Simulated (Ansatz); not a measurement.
Ligand exchange: C4H9Br + HOF → C4H10O + BrF

Species: C4H9Br (1-bromobutane) `CCCCBr`, singlet; HOF (hypofluorous acid) `OF`, singlet; C4H10O (1-butanol) `CCCCO`, singlet; BrF (bromine fluoride), singlet. The partners trade Br for OH: C–Br and F–OH bonds give way to C–OH and F–Br.

Shapes, held fixed at every level: PBE0-D4/def2-TZVP. Flexible molecules stand in one conformer, not always the lowest. Programs: Ansatz 0.2.0. The zero-point and thermal change to 298 K, harmonic and unscaled (PBE0-D4/def2-TZVP), is +3.3 kJ/mol.

```csv
level,kind,ΔH(298 K) (kJ/mol),less CCSD(T)/def2-TZVPP
HF/def2-SVP,Hartree–Fock,-150.2,-20.3
SPW92/def2-TZVPP,LDA,-137.0,-7.1
r2SCAN-D4/def2-TZVPP,meta-GGA,-128.8,+1.1
MP2/def2-TZVPP,perturbation theory,-134.6,-4.7
CCSD/def2-SVP,coupled cluster or CI,-129.4,+0.5
CCSD/def2-TZVPP,coupled cluster or CI,-135.3,-5.4
CCSD(T)/def2-TZVPP,coupled cluster or CI,-129.9,0.0
```

The highest level, CCSD(T)/def2-TZVPP, gives ΔH(298 K) = -129.9 kJ/mol; the levels span -150.2 to -128.8. The column of differences is taken from that level and isn't an error. No measured value is set beside it here. Relativity is left out for Br unless named. Correlated rows may include outer-core shells of Br, which these sets cover unevenly.
